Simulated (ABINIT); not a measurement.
A run of ABINIT 10.8.3 (patched build) is set up as follows.

The input run.abi:

```
# Pseudopotentials
pp_dirpath "./"
pseudos "N.upf, B.upf"

# Structure
acell 3*1.0 Angstrom
rprim
     0.0000000000     1.8130010000     1.8130010000
     1.8130010000     0.0000000000     1.8130010000
     1.8130010000     1.8130010000     0.0000000000
ntypat 2
znucl 7 5
natom 2
typat 1 2
xcart
     0.9065005000     0.9065005000     0.9065005000
     0.0000000000     0.0000000000     0.0000000000 Angstrom

# Plane-wave basis
ecut 952.398519 eV

# k points
kptopt 1
ngkpt 8 8 8
nshiftk 1
shiftk 0.0 0.0 0.0

# Exchange and correlation
ixc 41

# Bands and occupations
nband 6
occopt 1

# SCF cycle
nstep 60
diemac 6.0
toldfe 1.0e-7

# Output
iomode 3
prtwf 0
prteig 0
prtebands 0
prtden 1
prtvha 1
prtvclmb 1
prtpot 1
prtelf 1
```

Potentials or basis: PseudoDojo NC SR PBE v0.4.1 standard.

Command:

```bash
$ mpirun --bind-to none -np 8 abinit run.abi > log 2>&1
```

Task: Predict the band gap on the k mesh.

Result: 6.58 eV, indirect (least direct gap 11.30 eV).

Task: Predict the pressure.

Result: -10.7 GPa.

Caveat: the potentials were made for another functional, which shifts forces and pressure.

**The experiment to reproduce.**

A printed reference work, monograph reports, for a bulk crystal of BN at 300 K: band gap 6.4 eV (indirect).

Measured gap of BN: 6.4 eV (indirect; 300 K; a printed reference work, monograph). This calculation gives 6.58 eV (+0.18 eV). The value is that of PBE0 on a finite k mesh, which can miss the band edges, without temperature or zero-point motion. The cell is a database's relaxed one, not the measured one, which moves gaps too.
